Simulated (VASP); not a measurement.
# Mo (R-3m) in VASP: further runs, part 2 of 2

VASP 6.6.1.

## (3) Relaxation of cell and atoms, PBE

This run uses another cell than the first one, of 18.46 Å³/atom, 1.126 times its volume.

INCAR

```
SYSTEM = Mo
ALGO = Normal ; EDIFF = 1E-6
EDIFFG = -0.04 ; ENCUT = 600
GGA = PE ; IBRION = 2
ISIF = 3 ; ISMEAR = 0
LASPH = .True. ; LCHARG = .False.
LREAL = .False. ; LWAVE = .False.
NELM = 100 ; NSW = 90
PREC = Accurate ; SIGMA = 0.1
```

KPOINTS

```
k-points
0
Gamma
  6 6 6
  0 0 0
```

POSCAR

```
Mo
1.0
    1.6450638003      0.9497780279      3.9392101751
   -1.6450638003      0.9497780279      3.9392101751
    0.0000000000     -1.8995560559      3.9392101751
Mo
2
Direct
    0.0577000000      0.0577000000      0.0577000000
    0.9423000000      0.9423000000      0.9423000000
```

Potentials or basis: VASP PAW PBE potentials, release 64 (Mo_sv).

Run with:

```
> cat potpaw_PBE.64/Mo_sv/POTCAR > POTCAR
> mpirun -np 1 vasp_std > vasp.out
```

It took 17 min on 1 thread of Intel Xeon Platinum 8259CL at 2.50GHz (Skylake/Cascade Lake), shared host; peak memory 0.22 GiB.

The run converged. Its results:

| Quantity | Value |
| --- | --- |
| Free energy | -21.1923 eV |
| Relaxed volume | 16.20 Å³/atom |
| Relaxed cell | a = 4.492 Å, b = 4.492 Å, c = 4.492 Å, α = 39.09°, β = 39.09°, γ = 39.09° |
| Space group after relaxing (to 0.05 Å) | R-3m (No. 166) |
| Energy gained by relaxing | 17941.8 meV/atom |
| Ionic steps | 43 |
| Pressure after relaxing | -0.2 GPa |
| Largest force after relaxing | 0.034 eV/Å |
| Band gap on the k mesh | none (metal or under the smearing width) |

Forces on the atoms (eV/Å):
```
Mo   0.000  0.000  0.034
Mo   0.000  0.000 -0.034
```

Stress tensor (GPa, compression positive):
```
-0.36  0.00  0.00
 0.00 -0.36  0.00
 0.00  0.00  0.11
```

Step by step:
```csv
step,energy change (eV),largest force (eV/Å),pressure (GPa),volume (Å³)
1,0.0000,194.9215,400.75,36.93
3,136.8817,0.6538,-203.49,155.18
5,-23.9949,1.8727,-54.96,81.76
7,-33.3159,0.4054,-7.67,63.68
9,-33.3608,3.9324,9.04,54.89
11,-33.5700,1.3691,-0.24,56.81
13,-33.6581,0.9077,-7.68,54.39
15,-33.7503,0.0534,-2.17,51.91
17,-33.8117,0.3976,0.27,49.21
19,-34.3724,1.6252,-0.92,42.23
21,-34.5063,5.3266,30.56,31.82
23,-34.5385,5.2002,31.12,31.44
25,-34.5659,4.4662,32.21,30.99
27,-34.7843,3.7902,24.39,31.64
29,-35.2784,1.7232,-0.66,34.29
31,-35.3369,0.9755,-10.63,35.77
33,-35.5533,0.7285,-9.65,34.95
35,-35.7729,0.2440,10.82,30.94
37,-35.8785,0.2133,-0.57,32.46
39,-35.8818,0.1171,1.18,32.22
41,-35.8833,0.0497,-0.31,32.42
43,-35.8835,0.0341,-0.20,32.40
```

Final structure:
```
Mo
1.0
     1.50254    0.86749    4.14304
    -1.50254    0.86749    4.14304
     0.00000   -1.73498    4.14304
Mo
2
Direct
  0.74966 0.74966 0.74966
  0.25034 0.25034 0.25034
```

Levels at points of the mesh, in eV from the Fermi level:
```
           k point  band 10  band 11  band 12  band 13  band 14  band 15  band 16  band 17  band 18
(0.50, 0.00, 0.00)    -3.64    -2.44    -2.44    -0.93    -0.88     0.15     0.21     2.84     2.86
(0.50, 0.50, 0.00)    -4.78    -4.48    -2.35     0.53     0.72     2.54     3.05     3.72     3.79
(0.50, 0.50, 0.50)    -4.76    -0.77    -0.76    -0.76    -0.75    -0.75    -0.67     0.95     0.95
```

Caveat: the k mesh is coarse (spacing up to 0.38 Å⁻¹), so the values aren't converged.

## (4) Single point, PBE

This run uses another cell than the first one, of 16.15 Å³/atom, 0.984 times its volume.

INCAR

```
SYSTEM = Mo
PREC     = Accurate       ! precision mode
ENCUT    = 520            ! plane-wave cutoff, eV
EDIFF    = 1E-7           ! SCF threshold, eV
ISMEAR   = 0              ! smearing method
SIGMA    = 0.1            ! smearing width, eV
LREAL    = .False.        ! projectors in reciprocal space
LASPH    = .True.         ! aspherical terms in the spheres
NELM     = 100            ! most SCF steps
ALGO     = Fast           ! electronic algorithm
ISIF     = 2              ! what is computed and relaxed
LWAVE    = .False.        ! write WAVECAR
LCHARG   = .True.         ! write CHGCAR
GGA      = PE             ! functional
LELF     = .True.         ! ELF
LVHAR    = .True.       
NBANDS   = 21             ! bands
```

KPOINTS

```
Automatic mesh
0
Gamma
  6 6 6
  0 0 0
```

POSCAR

```
Mo
1.0
    1.5007088150      0.8664346383      4.1402591972
   -1.5007088150      0.8664346383      4.1402591972
    0.0000000000     -1.7328692766      4.1402591972
Mo
2
Direct
    0.2500112707      0.2500112707      0.2500112707
    0.7499887293      0.7499887293      0.7499887293
```

Run with:

```
> cat potpaw_PBE.64/Mo_sv/POTCAR > POTCAR
> mpirun -np 1 vasp_std > vasp.out
```

Wall time 19 s (1 thread of Intel Xeon 6975P-C (Granite Rapids), shared host); peak memory 0.2 GiB.

It converged, with:

```yaml
Free_energy: -21.1896 eV
Pressure: 0.6 GPa
Band_gap_on_the_k_mesh: none (metal or under the smearing width)
```

Stress tensor (GPa, compression positive):
```
0.38 0.00 0.00
0.00 0.38 0.00
0.00 0.00 0.93
```

Levels at points of the mesh, in eV from the Fermi level:
| k point | band 11 | band 12 | band 13 | band 14 | band 15 | band 16 | band 17 | band 18 |
| --- | --- | --- | --- | --- | --- | --- | --- | --- |
| (0.00, 0.00, 0.00) | -2.19 | -2.19 | -1.88 | -1.88 | 0.84 | 2.00 | 2.00 | 3.15 |
| (0.50, 0.00, 0.00) | -2.45 | -2.45 | -0.91 | -0.90 | 0.18 | 0.18 | 2.87 | 2.87 |
| (0.50, 0.50, 0.00) | -4.50 | -2.35 | 0.53 | 0.73 | 2.56 | 3.06 | 3.75 | 3.80 |
| (0.50, 0.50, 0.50) | -0.76 | -0.76 | -0.76 | -0.76 | -0.72 | -0.72 | 0.97 | 0.97 |

Caveat: the k mesh is coarse (spacing up to 0.41 Å⁻¹), so the values aren't converged.

## (5) Relaxation of cell and atoms, PBE

This run uses another cell than the first one, of 16.78 Å³/atom, 1.023 times its volume.

INCAR

```
SYSTEM = Mo
PREC = Accurate
ENCUT = 600
EDIFF = 1E-6
ISMEAR = 0
SIGMA = 0.1
LREAL = .FALSE.
LASPH = .TRUE.
NELM = 100
ALGO = Normal
ISIF = 3
LWAVE = .FALSE.
LCHARG = .FALSE.
GGA = PE
IBRION = 2
NSW = 90
EDIFFG = -0.04
```

KPOINTS

```
Automatic mesh
0
G
  6 6 6
  0 0 0
```

POSCAR

```
Mo
1.0
    1.7722412504      1.0232039630      3.0853111770
   -1.7722412504      1.0232039630      3.0853111770
    0.0000000000     -2.0464079259      3.0853111770
Mo
2
Direct
    0.2336400000      0.2336400000      0.2336400000
    0.7663600000      0.7663600000      0.7663600000
```

Run with:

```
> cat potpaw_PBE.64/Mo_sv/POTCAR > POTCAR
> mpirun -np 1 vasp_std > vasp.out
```

It took 2.6 min on 1 thread of Intel Xeon 6975P-C (Granite Rapids), shared host; peak memory 0.19 GiB.

Results (log left out):

| Quantity | Value |
| --- | --- |
| Free energy | -21.1782 eV |
| Relaxed volume | 16.19 Å³/atom |
| Relaxed cell | a = 4.486 Å, b = 4.486 Å, c = 4.486 Å, α = 39.16°, β = 39.16°, γ = 39.16° |
| Space group after relaxing (to 0.05 Å) | R-3m (No. 166) |
| Energy gained by relaxing | 1007.1 meV/atom |
| Ionic steps | 23 |
| Pressure after relaxing | -0.2 GPa |
| Largest force after relaxing | 0.028 eV/Å |
| Band gap on the k mesh | none (metal or under the smearing width) |

Forces in eV/Å, atoms in the order of the input:
```
Mo   0.000  0.000 -0.028
Mo   0.000  0.000  0.028
```

Stress tensor (GPa, compression positive):
```
-0.26  0.00  0.00
 0.00 -0.26  0.00
 0.00  0.00 -0.02
```

The path:
```csv
step,energy change (eV),largest force (eV/Å),pressure (GPa),volume (Å³)
1,0.0000,2.8141,18.04,33.57
2,0.2566,0.0452,-26.84,43.57
3,-0.3754,0.8283,-8.00,37.39
4,-0.3775,0.9198,-6.66,37.12
5,-0.8202,0.2265,-6.39,35.76
6,-1.2823,0.6192,0.82,33.87
7,0.2768,8.5424,67.36,29.51
8,-1.3060,1.8777,6.55,33.25
9,-1.4941,2.3001,5.28,33.30
10,-1.4960,3.0256,9.54,32.95
11,-1.5819,2.8699,6.45,33.19
12,-1.7493,1.8145,-3.02,33.98
13,-1.7951,1.1682,-9.26,34.58
14,-1.9033,1.0922,-5.12,33.51
15,-1.9769,0.6689,3.16,32.02
16,-1.9778,0.6037,4.68,31.79
17,-2.0056,0.1755,2.28,32.03
18,-2.0115,0.0065,0.90,32.20
19,-2.0118,0.0418,0.59,32.24
20,-2.0118,0.0505,0.54,32.25
21,-2.0131,0.0252,-0.14,32.34
22,-2.0137,0.0079,-1.03,32.48
23,-2.0142,0.0284,-0.18,32.37
```

Final structure:
```
Mo
1.0
     1.50318    0.86786    4.13606
    -1.50318    0.86786    4.13606
     0.00000   -1.73573    4.13606
Mo
2
Direct
  0.25028 0.25028 0.25028
  0.74972 0.74972 0.74972
```

Levels at points of the mesh, in eV from the Fermi level:
| k point | band 11 | band 12 | band 13 | band 14 | band 15 | band 16 | band 17 | band 18 |
| --- | --- | --- | --- | --- | --- | --- | --- | --- |
| (0.00, 0.00, 0.00) | -2.21 | -2.21 | -1.88 | -1.88 | 0.86 | 2.01 | 2.01 | 4.43 |
| (0.50, 0.00, 0.00) | -2.44 | -2.43 | -0.92 | -0.89 | 0.15 | 0.20 | 2.84 | 2.85 |
| (0.50, 0.50, 0.00) | -4.48 | -2.36 | 0.55 | 0.72 | 2.53 | 3.04 | 3.72 | 3.80 |
| (0.50, 0.50, 0.50) | -0.76 | -0.76 | -0.75 | -0.75 | -0.75 | -0.67 | 0.94 | 0.98 |

## (6) Summary

```csv
task,cell,cutoff (eV),mesh quality,gap on the mesh (eV),pressure (GPa),relaxed volume (Å³/atom),largest force (eV/Å)
single point,"R-3m, 16.4 Å³/atom",520,coarse,none,0.3,-,-
relaxation of cell and atoms,relaxed,600,coarse,none,-0.2,16.20,0.03
single point,"R-3m, 16.15 Å³/atom",520,coarse,none,0.6,-,-
relaxation of cell and atoms,relaxed,600,not flagged,none,-0.2,16.19,0.03
```

Alike in all rows: level PBE; potentials or basis VASP PAW PBE potentials, release 64 (Mo_sv); no spin polarisation; k mesh 6 × 6 × 6; smearing gaussian 0.1 eV.

Caveats: some runs use coarse meshes.

Absolute energies hang on the potentials; compare differences alone.
